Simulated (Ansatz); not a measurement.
This log comes from Ansatz, run on a 2-atom cell of BeSe started from a crystallographic database. The cell was relaxed beforehand with r2SCAN.

The cell given to it:
```xyz
2
Lattice="0.0000 2.5810 2.5810 2.5810 0.0000 2.5810 2.5810 2.5810 0.0000" Properties=species:S:1:pos:R:3 pbc="T T T"
Be    0.0000    0.0000    0.0000
Se    1.2905    1.2905    1.2905
```

What the program printed (shortened):
```
scf.n_extra_bands = 4 over 9 filled bands (N_el = 18.0): the run solves 13 bands
Functional definition: HF
Crystal: 2 atoms, lattice volume = 34.388 Å³
Basis set: ecut = 420 eV, 645 PW (Γ)
Symmetry: 24 space group operations
Space group: F-43m (ITA 216)
k-points: 16 of 216 (time reversal used)
preconditioner: auto → none  [insulator: Δε(μ)=9.001 eV  ℏωp=17.2 eV]
hybrid outer 1: dexx = +2.239e-1 eV, tail = 9.65e-3 eV
hybrid outer 2: dexx = +2.402e-4 eV, tail = 4.99e-5 eV, Δε = 2.26e-2 eV
hybrid outer 3: dexx = +9.771e-7 eV, tail = 1.68e-7 eV, Δε = 1.74e-3 eV
hybrid outer 4: dexx = +9.051e-9 eV, tail = 6.86e-9 eV, Δε = 7.73e-5 eV, ΔF = 8.33e-17 eV/Å
Free energy (F): -5521.969369 eV
Fermi energy:    4.276748 eV
--- Forces (eV/Å), atoms counted from 1 ---
  atom   1  Be      0.00000      0.00000      0.00000
  atom   2  Se      0.00000      0.00000      0.00000
--- Stress (GPa, compression-positive) ---
        4.512405       0.000000       0.000000
        0.000000       4.512405       0.000000
        0.000000       0.000000       4.512405
  P = ⅓ Tr σ = 4.5124 GPa (45.124 kbar)
--- Band table (eV; the first three rows and the last of 16) ---
  k-point 0: bands = […, -56.7214, -56.7214, -14.5712, 4.2767, 4.2767, 4.2767, 16.3906, 16.8362, 16.8362, 16.8362]
  k-point 1: bands = […, -56.7213, -56.7213, -14.1864, 1.7803, 3.8609, 3.8609, 16.3516, 17.5297, 17.5297, 19.1508]
  k-point 2: bands = […, -56.7210, -56.7210, -13.2369, -1.8611, 3.1717, 3.1717, 16.0988, 18.0030, 18.0030, 22.0306]
  k-point 15: bands = […, -56.7210, -56.7207, -11.8814, -2.2130, -0.2221, 0.2607, 16.0036, 17.6119, 21.7369, 22.5234]
```

bands.tsv, columns around the gap (it counts bands from 0):
```tsv
# k_distance	band_4	band_5	band_6	band_7	band_8	band_9	band_10	band_11	band_12
# fermi_ev = 4.276748
# [0, 0, 0] at k_distance = 0.000000
# [-0.5, -0.5, 0] at k_distance = 1.217183
# [-0.375, -0.375, 0.25] at k_distance = 1.647522
# [-0.375, 0, 0.375] at k_distance = 2.392892
# [0, 0, 0.5] at k_distance = 3.138261
# [-0.5, -0.25, 0.25] at k_distance = 3.998939
# [0, 0.5, 0.5] at k_distance = 5.359791
# levels_relative_to = fermi_ev
0.000	-60.998	-18.848	0.000	0.000	0.000	12.114	12.559	12.559	12.559
1.217	-60.997	-16.196	-7.031	-3.490	-3.490	9.403	11.162	21.297	21.297
1.648	-60.997	-16.224	-6.455	-5.228	-2.891	10.730	14.437	18.562	19.097
2.393	-60.997	-16.224	-6.455	-5.228	-2.891	10.730	14.437	18.562	19.097
3.138	-60.998	-16.887	-7.770	-1.395	-1.395	11.712	13.576	13.576	18.061
3.999	-60.997	-16.145	-6.151	-4.982	-4.180	13.331	15.025	15.495	16.284
5.360	-60.997	-16.196	-7.031	-3.490	-3.490	9.403	11.162	21.297	21.297
```
In order the rows are Γ, X, U, K, L, W, X.

Question: What input produced it? Give the YAML.

Answer:
```yaml
crystal:
  # lattice and atoms as above
kpoints:
  mp_grid: { grid: [6, 6, 6] }
  band_path:
    path:
      - [0.0, 0.0, 0.0]
      - [-0.5, -0.5, 0.0]
      - [-0.375, -0.375, 0.25]
      - [-0.375, 0.0, 0.375]
      - [0.0, 0.0, 0.5]
      - [-0.5, -0.25, 0.25]
      - [0.0, 0.5, 0.5]
    npoints: 1
hamiltonian:
  xc: hf
scf:
  occupations: { method: fixed }
  n_extra_bands: 4
output:
  forces: true
  stress: true
  eigenvalues: true
```
The exchange loop shows exact exchange. A single point prints forces and stress when the output block asks for them. Not every key shows in the log; this is the file that was used.

Command: `ansatz run input.yaml --threads 2 --pin off --max-ram 2211MiB --backend cpu --events-out ev --progress --plain --runs-dir out`. Wall time 38 s on 2 threads of Arm Neoverse V1 (shared host), load about 0.5 per core; peak host memory 1 GiB.

Calculated for a static, non-magnetic cell.

Spin-orbit coupling is left out.

The stress of a hybrid is loosely converged in these runs.

The meshes of the hybrids are coarse, so their gaps aren't converged to the digits shown.
